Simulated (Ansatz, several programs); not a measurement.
Fluorite ZrO₂, relaxed with r2SCAN in Ansatz (plane waves, PAW): it is cubic, Fm-3m (No. 225); conventional cell a = 5.089 Å, 10.99 Å³ an atom. Around Zr lie 8 O at 2.20 Å; around O lie 4 Zr at 2.20 Å. The cell was then scaled with its shape and fractional coordinates held. No spin polarisation and no zero-point or thermal motion.

```
V (Å³/atom)  E (meV/atom)
     10.327         35.22
     10.656          8.33
     10.986          0.00
     11.645         28.75
```

(1) Pass a cubic E = c₀ + c₁u + c₂u² + c₃u³, with u = V − 10.904 Å³, through these points.

(2) Where is the minimum, and what bulk modulus follows?

(3) Predict the energy and the pressure at the withheld volume, 11.315 Å³.

Results:

(1) c₀ = 0.47, c₁ = -11.934, c₂ = 76.653, c₃ = -12.2047 (meV and Å³).

(2) dE/du = 0 at u = +0.079, so V₀ = 10.98 Å³. B = V₀ d²E/dV² = 10.98 × (2c₂ + 6c₃u) = 10.98 × 147.495 = 1620 meV/Å³, and 1 meV/Å³ is 0.16022 GPa: 260 GPa. A third-order Birch-Murnaghan fit to all five points gives 10.99 Å³ and 257 GPa.

(3) With u = +0.411: E ≈ 7.67 meV and P = −dE/dV ≈ -7.19 GPa. The run gives 7.57 meV and, from its stress, -7.16 GPa.
